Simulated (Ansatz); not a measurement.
# Bands of GaN

```
CELL_PARAMETERS angstrom
0.00000 1.99250 1.99250
1.99250 0.00000 1.99250
1.99250 1.99250 0.00000
ATOMIC_POSITIONS crystal
Ga 0.50000 0.50000 0.50000
N 0.00000 0.00000 0.00000
```

Atom numbers follow the list: Ga1, N2.

The cell is a database entry far from equilibrium at this level of theory, probably a faulty or high-pressure entry; it serves as a test geometry alone.

Theory: DFT, PBE, all-electron LAPW, scalar-relativistic in Ansatz 0.2.0.

Settings: a Γ-centred 13×13×13 k mesh, Fermi–Dirac smearing of 0.02 eV, basis error target 1 meV/atom, no spin polarisation.

Points in fractions of the reciprocal vectors of this cell: Γ (0, 0, 0), X (0.5, 0, 0.5), U (0.625, 0.25, 0.625), K (0.375, 0.375, 0.75), L (0.5, 0.5, 0.5), W (0.5, 0.25, 0.75). The path joins them by straight lines in the order Γ–X–U–K–Γ–L–W–X; legs that retrace an earlier one aren't tabulated. Energies are in eV from the top of the valence band.

Problem. Is there a gap, and where are the band edges?

Solution. 1.81 eV, indirect from the line K (0.375, 0.375, 0.75)–Γ to X (0.5, 0, 0.5).

Problem. List the levels between -20 and 10 eV at the symmetry points.

Solution. 
Γ: -19.24, -14.13 (×3), -13.98 (×2), -0.76 (×3), 4.46
X: -16.81, -14.44, -13.81, -13.69 (×2), -10.61, -8.61, -3.77 (×2), 1.81, 7.99
U: -16.41, -14.35, -14.05, -13.95, -13.74, -11.23, -7.38, -6.49, -2.59, 4.35, 9.90
K: -16.41, -14.35, -14.05, -13.95, -13.74, -11.23, -7.38, -6.49, -2.59, 4.35, 9.90
L: -15.31, -14.64, -14.42 (×2), -13.77 (×2), -9.18, -0.16 (×2), 5.47
W: -16.36, -14.17 (×2), -14.15, -13.69, -10.93, -6.43 (×2), -5.08, 6.64
